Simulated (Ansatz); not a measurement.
input.yaml for K (Ansatz 0.2.0)

```yaml
crystal:
  lattice:
    - [2.43796235, -4.04761045, 0.0]
    - [2.43796235, 4.04761045, 0.0]
    - [0.0, 0.0, 7.81179801]
  atoms:
    - { symbol: K, position: [0.82061302, 0.17938698, 0.25] }
    - { symbol: K, position: [0.17938698, 0.82061302, 0.75] }
basis:
  ecutwfc: 420
kpoints:
  mp_grid: { grid: [2, 2, 1] }
hamiltonian:
  xc: pbe
scf:
  occupations: { method: gaussian, width: 0.1 }
  lower_state_search: "off"
  n_extra_bands: 3
  mixing: { algorithm: anderson, ndim: 1, beta: 0.01, preconditioner: none }
  max_iter: 74
output:
  forces: true
  stress: true
  eigenvalues: true
```

Command:

```bash
ansatz run input.yaml --threads 1 --pin off --max-ram 1331MiB --backend cpu --events-out ev --progress --plain --runs-dir out
```

Output, shortened (HF is the Harris–Foulkes energy, dr2 the density residual in eV):

```text
scf.n_extra_bands = 3 over 9 filled bands (N_el = 18.0): the run solves 12 bands
Pseudopotential: K, paw, valence charge 9, recommended cutoff 420 eV (normal)
Crystal: 2 atoms, lattice volume = 154.172 Å³
Basis set: ecut = 420 eV, 3019 PW (Γ), exchange–correlation on 64×64×108 points (8 copies of the dense FFT grid, shifted against one another)
Bands: 12, of which v1, the nominal top of the filled ones, is band 9 counted from 1 (8 counted from 0)
Symmetry: 8 space group operations
Space group: Cmcm (ITA 63), of the structure as read, at distance tolerance 5.4e-5 Å
k-points: 3 of 4
Initial density: superposition of atomic densities, corrected by the library's trained network
SCF iter   1: HF=-3074.879674 eV  Δρ=2.47e-3  dr2=2.85e-2
SCF iter   2: HF=-3074.878186 eV  Δρ=2.46e-3  dr2=2.82e-2
SCF iter   3: HF=-3074.878279 eV  Δρ=2.44e-3  dr2=2.78e-2
SCF iter   4: HF=-3074.878357 eV  Δρ=2.42e-3  dr2=2.74e-2
   ...
iteration 31: the SCF's residuals had fallen too slowly under its mixing. It goes on by minimising its free energy, and can end on another state than longer mixing would; under `scf.algorithm: density_mixing` no SCF does so, but by `scf.convergence.dm_fallback`
SCF iter  35: HF=-3074.888623 eV  Δρ=6.20e-6  dr2=7.87e-8
SCF iter  36: F=-3074.888623 eV  HF=-3074.888623 eV  Δρ=1.04e-6  dr2=1.15e-9
SCF iter  37: F=-3074.888623 eV  HF=-3074.888623 eV  Δρ=1.04e-6  dr2=1.15e-9
SCF 1 converged in 37 iterations: F = -3074.888623 eV  dr2 = 1.15e-9
SCF converged after 37 iterations
Free energy (F): -3074.888623 eV
E sigma→0 (E₀):  -3074.872349 eV
Entropy (-TS):   -0.032548 eV (-16.274 meV/atom)
Fermi energy:    1.824920 eV
--- Forces (eV/Å), atoms counted from 1 ---
  atom   1  K      0.00000000    -0.01831089     0.00000000
  atom   2  K      0.00000000     0.01831089     0.00000000
--- Stress (GPa, compression-positive) ---
        1.581185       0.000000       0.000000
        0.000000       1.056806       0.000000
        0.000000       0.000000      -1.883159
  P = ⅓ Tr σ = 0.2516 GPa (2.516 kbar)
```

The inputs are trials, many of them unsound on purpose. Their numbers show the effect of the settings and aren't properties of the material.